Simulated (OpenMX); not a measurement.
## CuO: single point with PBE+U

The system is CuO.

```xyz
4
Lattice="3.1755 0.0000 0.0000 0.0000 3.1755 0.0000 0.0000 0.0000 4.6495" Properties=species:S:1:pos:R:3 pbc="T T T"
Cu    0.0000    0.0000    0.0000
Cu    1.5877    1.5877    0.0000
O     1.5877    0.0000    1.2414
O     0.0000    1.5877    3.4081
```

The cell was built by a generator and needn't be a form met in nature.

* Program: OpenMX 3.8.5
* Task: single point
* Functional: PBE
* Potentials or basis: OpenMX 2013 PBE set, Cu6.0S-s2p2d1, O6.0-s2p2, grid cutoff 500 Ry
* k mesh: 7 × 7 × 5
* Occupations: fermi-dirac, width 0.05 eV
* Spin: non-collinear spin, zero start, spin-orbit coupling
* Starting moments: [[0.0, 0.0, 0.0], [0.0, 0.0, 0.0], [0.0, 0.0, 0.0], [0.0, 0.0, 0.0]] μB
* Hubbard terms: Cu U = 4.5 eV

The largest force is 0.556 eV/Å. The band gap on the k mesh is none (metal or under the smearing width). The net moment is 0.00 μB per cell and the mulliken charges are Cu +0.40; O -0.40 e.

Forces on the atoms (eV/Å):
```
Cu   0.000  0.000  0.011
Cu   0.000  0.000  0.011
O    0.000  0.000 -0.556
O    0.000  0.000  0.547
```

Levels at points of the mesh, in eV from the Fermi level:
| k point | band 31 | band 32 | band 33 | band 34 | band 35 | band 36 | band 37 | band 38 |
| --- | --- | --- | --- | --- | --- | --- | --- | --- |
| (0.00, 0.00, 0.00) | 0.02 | 0.02 | 0.61 | 0.61 | 0.65 | 0.65 | 2.06 | 2.06 |

Run time: 19 min on 1 thread of AMD EPYC 7571, with other jobs on the host, peak memory 0.7 GiB.

Caveat: Mulliken charges move with the basis; U acts on the first radial function of the shell alone, so its value doesn't carry over to other programs; total energies with and without spin-orbit coupling shouldn't be compared in this program; the basis of atomic orbitals isn't converged, which shifts pressures, moduli and gaps.
